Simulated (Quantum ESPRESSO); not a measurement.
Ir under changes of volume

One of the cells (14.627 Å³/atom); the others are scaled copies at fixed shape and fractional positions:

```
Ir
1.0
     2.75138    0.00000    0.00000
    -1.37569    2.38276    0.00000
     0.00000    0.00000    4.46229
Ir
2
Cartesian
  0.0000 1.5885 1.1156
  1.3757 0.7943 3.3467
```

This isn't the form of Ir at room conditions, which is fcc.

```yaml
Program: Quantum ESPRESSO 7.5
Functional: PBE
Potentials_or_basis: SSSP 1.3 efficiency PBE
Cutoff: 748 eV
Density_cutoff: 5987 eV
k_mesh: 11 × 11 × 6
Occupations: fermi-dirac, width 0.05 eV
Spin: no spin polarisation
```

| volume (Å³/atom) | energy over the lowest point (meV/atom) | pressure (GPa) |
| --- | --- | --- |
| 13.749 | 55.59 | 22.3 |
| 14.042 | 21.95 | 13.1 |
| 14.335 | ? | ? |
| 14.627 | 0.00 | -2.1 |
| 14.920 | 8.31 | -8.4 |
| 15.212 | 27.49 | -14.0 |
| 15.505 | 56.28 | -18.9 |

Problem. What does the run at 14.335 Å³/atom give?

Solution. Energy over the lowest point 3.99 meV/atom; pressure 5.0 GPa.

Worked out: A Birch-Murnaghan fit of order 3 (a polynomial in V^(-2/3)) to the other rows has its minimum at 14.57 Å³/atom with B0 = V·E''(V) = 343 GPa and B' = 5.1 at fixed shape and positions, which overstates the stiffness. It gives 4.01 meV/atom at 14.335 Å³/atom, against the run's 3.99, and -dE/dV = 5.8 GPa, against 5.0.

Energies are extrapolated to zero smearing.
